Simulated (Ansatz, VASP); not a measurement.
**WSe2: VASP beside Ansatz**

One calculation is typed for both programs; each brings its own data sets. How far apart do they land? The cell is taken from a series of runs on this material, whose earlier steps may have relaxed, scaled, displaced or heated it; both programs get it as it stands. Other levels of theory on this material are compared in a session of their own.

Calculated with Ansatz 0.2.0; plane waves, with VASP 6.6.1 beside it; single point at PBEsol, spin-orbit coupling.

### 1. Starting point

The cell holds 3 atoms: 2 Se and 1 W. Cell: a = 3.240 Å, b = 3.240 Å, c = 29.900 Å, α = 90.0°, β = 90.0°, γ = 120.0°. It derives from WSe2. Vacuum lies along c.

Coordinates:

```
Se W
1.0
     3.24048    0.00000    0.00000
    -1.62024    2.80634    0.00000
     0.00000    0.00000   29.90000
Se W
2 1
Direct
  0.33333 0.66667 0.44380
  0.33333 0.66667 0.55620
  0.66667 0.33333 0.50000
```

### 2. VASP: single point, PBEsol, spin-orbit coupling

With cell and atoms fixed, the geometry can't cause a difference; cores, projectors, grids and the points listed under the comparison can.

Lines of VASP's logs that name or quote its potential files are left out, and so is its time.

Input file INCAR:

```
SYSTEM = WSe2
PREC = Accurate
ENCUT = 520
EDIFF = 1E-06
NELM = 200
ISMEAR = 0
SIGMA = 0.01
LREAL = .FALSE.
ALGO = Normal
GGA = PS
LNONCOLLINEAR = .TRUE.
MAGMOM = 0 0 0 0 0 0 0 0 0
NBANDS = 30
GGA_COMPAT = .FALSE.
LASPH = .TRUE.
LSORBIT = .TRUE.
LMAXMIX = 4
LORBIT = 11
LWAVE = .FALSE.
LCHARG = .FALSE.
ISIF = 2
LDIPOL = .TRUE.
IDIPOL = 3
DIPOL = 0.5 0.5 0.5
LVHAR = .TRUE.
EFERMI = MIDGAP
NELMDL = -8
KPAR = 2
```

Input file POSCAR:

```
WSe2
1.0
    3.2404767544      0.0000000000      0.0000000000
   -1.6202383772      2.8063351897      0.0000000000
    0.0000000000      0.0000000000     29.9000000000
Se W
2 1
Direct
    0.3333333333      0.6666666667      0.4437964158
    0.3333333333      0.6666666667      0.5562035842
    0.6666666667      0.3333333333      0.5000000000
```

Input file KPOINTS:

```
Automatic mesh
0
Gamma
6 6 1
0 0 0
```

Potentials, in the order of the species: Se and W (PBE family, release 64).

Run with:

```
$ mpirun -np 2 vasp_ncl
```

Numbers of over 12 decimals in the logs are rounded to 6 here.

Log:

```text
[banner, memory and clock lines left out]
running    2 mpi-ranks, on    1 nodes
 distrk:  each k-point on    1 cores,    2 groups
 distr:  one band on    1 cores,    1 groups

 POSCAR found type information on POSCAR SeW
 POSCAR found :  2 types and       3 ions
|                                                                             |
|               ----> ADVICE to this user running VASP <----                  |
|                                                                             |
|     You enforced a specific xc type in the INCAR file but a different       |
|     [... a line on the potential file left out ...]
|     I HOPE YOU KNOW WHAT YOU ARE DOING!                                     |
|                                                                             |

 LDA part: xc-table for (Slater+PW92), standard interpolation
 POSCAR, INCAR and KPOINTS ok, starting setup
 FFT: planning ... GRIDC
 FFT: planning ... GRID_SOFT
 FFT: planning ... GRID
 WAVECAR not read
 entering main loop
       N       E                     dE             d eps       ncg     rms          rms(c)
DAV:   1     0.138981899549E+03    0.13898E+03   -0.55246E+03   616   0.846E+02
DAV:   2    -0.319099460290E+01   -0.14217E+03   -0.12943E+03   938   0.164E+02
DAV:   3    -0.239874292341E+02   -0.20796E+02   -0.20633E+02   850   0.735E+01
DAV:   4    -0.244792481999E+02   -0.49182E+00   -0.48872E+00   818   0.143E+01
DAV:   5    -0.244883615636E+02   -0.91134E-02   -0.91023E-02   756   0.180E+00
DAV:   6    -0.244886054902E+02   -0.24393E-03   -0.24388E-03   796   0.300E-01
DAV:   7    -0.244886151168E+02   -0.96266E-05   -0.96266E-05   812   0.515E-02
DAV:   8    -0.244886154480E+02   -0.33119E-06   -0.33101E-06   740   0.918E-03    0.239E+01
DAV:   9    -0.237330604898E+02    0.75555E+00   -0.18192E+00   880   0.977E+00    0.978E+00
DAV:  10    -0.235809478214E+02    0.15211E+00   -0.10683E+00   770   0.778E+00    0.564E+00
DAV:  11    -0.235001995905E+02    0.80748E-01   -0.14311E-01   758   0.327E+00    0.755E-01
DAV:  12    -0.234980491249E+02    0.21505E-02   -0.31320E-02   756   0.112E+00    0.333E-01
DAV:  13    -0.234966381133E+02    0.14110E-02   -0.33184E-03   762   0.383E-01    0.159E-01
DAV:  14    -0.234963159207E+02    0.32219E-03   -0.67438E-04   778   0.160E-01    0.111E-01
[...]
DAV:  21    -0.234969910882E+02   -0.27425E-04   -0.56312E-07   642   0.348E-03    0.264E-03
DAV:  22    -0.234970059256E+02   -0.14837E-04   -0.24255E-07   560   0.173E-03    0.224E-03
DAV:  23    -0.234970190622E+02   -0.13137E-04   -0.92168E-07   596   0.262E-03    0.982E-04
DAV:  24    -0.234970252544E+02   -0.61922E-05   -0.12828E-07   578   0.114E-03    0.226E-04
DAV:  25    -0.234970294928E+02   -0.42383E-05   -0.10466E-07   566   0.852E-04    0.477E-04
DAV:  26    -0.234970315082E+02   -0.20154E-05   -0.35682E-08   524   0.509E-04    0.331E-04
DAV:  27    -0.234970330469E+02   -0.15387E-05   -0.22030E-08   484   0.446E-04    0.722E-05
DAV:  28    -0.234970334528E+02   -0.40589E-06   -0.34375E-09   444   0.209E-04
   1 F= -.23497033E+02 E0= -.23497033E+02  d E =0.000000E+00  mag=    -0.0000    -0.0000     0.0000
```

OUTCAR, selected parts (step 2):

```text
ion  position               nearest neighbor table
   1  0.333  0.667  0.444-   3 2.51   3 2.51   3 2.51
   2  0.333  0.667  0.556-   3 2.51   3 2.51   3 2.51
   3  0.667  0.333  0.500-   1 2.51   2 2.51   1 2.51   2 2.51   1 2.51   2 2.51

  LATTYP: Found a hexagonal cell.
 ALAT       =     3.2404767544
 C/A-ratio  =     9.2270373362

 Subroutine GETGRP returns: Found 12 space group operations
 (whereof 12 operations were pure point group operations)

The static configuration has the point symmetry D_3h.

 Found     10 irreducible k-points:

   k-points           NKPTS =     10   k-points in BZ     NKDIM =     10   number of bands    NBANDS=     30

   dimension x,y,z NGX =    24 NGY =   24 NGZ =  224
   dimension x,y,z NGXF=    48 NGYF=   48 NGZF=  448

   ENCUT  =  520.0 eV  38.22 Ry    6.18 a.u.   6.03  6.03 55.59*2*pi/ulx,y,z

   NELECT =      18.0000    total number of electrons

 k-points in reciprocal lattice and weights: Automatic mesh
   0.00000000  0.00000000  0.00000000       0.028
   0.16666667 -0.00000000  0.00000000       0.083
  -0.16666667  0.00000000  0.00000000       0.083
   0.33333333 -0.00000000  0.00000000       0.083
  -0.33333333  0.00000000  0.00000000       0.083
   0.50000000 -0.00000000  0.00000000       0.083
   0.16666667  0.16666667  0.00000000       0.167
   0.33333333  0.16666667  0.00000000       0.167
  -0.33333333 -0.16666667  0.00000000       0.167
   0.33333333  0.33333333  0.00000000       0.056

 dipolmoment           0.000000      0.000000      0.000000 electrons x Angstroem

 average (electrostatic) potential at core
       1 -60.9127       2 -60.9127       3 -48.1083

 E-fermi :  -1.9827

 k-point     1 :       0.0000    0.0000    0.0000
  band No.  band energies     occupation
    ...
     14      -4.2274      1.00000
     15      -3.7986      1.00000
     16      -3.7986      1.00000
     17      -3.3017      1.00000
     18      -3.3017      1.00000
     19       0.1063      0.00000
     20       0.1063      0.00000
     21       0.3776      0.00000
     22       0.3776      0.00000
     23       0.4165      0.00000
    ...

 k-point     2 :       0.1667   -0.0000    0.0000
  band No.  band energies     occupation
    ...
     14      -4.6276      1.00000
     15      -4.1676      1.00000
     16      -4.1676      1.00000
     17      -3.5020      1.00000
     18      -3.5020      1.00000
     19      -0.7512      0.00000
     20      -0.7512      0.00000
     21      -0.2099      0.00000
     22      -0.2099      0.00000
     23      -0.0042      0.00000
    ...

 k-point     3 :      -0.1667    0.0000    0.0000
  band No.  band energies     occupation
    ...
     14      -4.6276      1.00000
     15      -4.1676      1.00000
     16      -4.1676      1.00000
     17      -3.5020      1.00000
     18      -3.5020      1.00000
     19      -0.7512      0.00000
     20      -0.7512      0.00000
     21      -0.2099      0.00000
     22      -0.2099      0.00000
     23      -0.0042      0.00000
    ...

  Total        0.8038270      0.8038270      0.2026502      0.0000000     -0.0000000      0.0000000
  in kB        4.7364564      4.7364564      1.1940928      0.0000000     -0.0000000      0.0000000
  external PRESSURE =       3.5556685 kB  Pullay stress =       0.0000000 kB

  energy-cutoff  :      520.00
  volume of cell :      271.91
      direct lattice vectors                 reciprocal lattice vectors
     3.240476754  0.000000000  0.000000000     0.308596566  0.178168311  0.000000000
    -1.620238377  2.806335190  0.000000000     0.000000000  0.356336621  0.000000000
     0.000000000  0.000000000 29.900000000     0.000000000  0.000000000  0.033444816

 POSITION                                       TOTAL-FORCE (eV/Angst)
 -----------------------------------------------------------------------------------
     -0.00000      1.87089     13.26951        -0.000000      0.000000     -0.063717
     -0.00000      1.87089     16.63049        -0.000000     -0.000000      0.063717
      1.62024      0.93545     14.95000         0.000000     -0.000000      0.000000
 -----------------------------------------------------------------------------------
    total drift:                               -0.000000      0.000000      0.000000

  FREE ENERGIE OF THE ION-ELECTRON SYSTEM (eV)
  ---------------------------------------------------
  free  energy   TOTEN  =       -23.4970334528 eV

  energy  without entropy=      -23.4970334528  energy(sigma->0) =      -23.49703345

 vacuum level on the upper side and lower side of the slab         2.232         2.232

 Spin-Orbit-Coupling matrix elements
 Ion:    1  E_soc:     -0.0431449
 Ion:    2  E_soc:     -0.0431449
 Ion:    3  E_soc:     -0.3293065

 total charge
# of ion       s       p       d       tot
------------------------------------------
    1        1.476   2.357   0.073   3.905
    2        1.476   2.357   0.073   3.905
    3        0.542   0.655   4.255   5.452
--------------------------------------------------
tot          3.493   5.369   4.400  13.262

 magnetization (x)
# of ion       s       p       d       tot
------------------------------------------
    1        0.000   0.000   0.000   0.000
    2       -0.000   0.000   0.000  -0.000
    3        0.000   0.000   0.000   0.000
--------------------------------------------------
tot          0.000   0.000   0.000   0.000

 magnetization (y)
# of ion       s       p       d       tot
------------------------------------------
    1        0.000   0.000   0.000   0.000
    2       -0.000  -0.000   0.000  -0.000
    3        0.000   0.000   0.000   0.000
--------------------------------------------------
tot         -0.000   0.000   0.000   0.000

 magnetization (z)
# of ion       s       p       d       tot
------------------------------------------
    1        0.000   0.000  -0.000   0.000
    2       -0.000   0.000  -0.000   0.000
    3        0.000  -0.000   0.000  -0.000
--------------------------------------------------
tot          0.000   0.000  -0.000   0.000

[... 3 further parts left out ...]
```

[end of part 1 of 2]

[Lines on the potential files, build, host, timing and source positions are cut from VASP's logs without a mark.]

[Logs are printed without paths, hosts, clocks, repeated set-up lines and the standing remarks that a program may print on its own settings, such as how far it seeks lower states.]

[Hosts, paths, dates, database ids (printed as entryN), source tags and the programs' standing remarks are cut or masked in the printed files.]
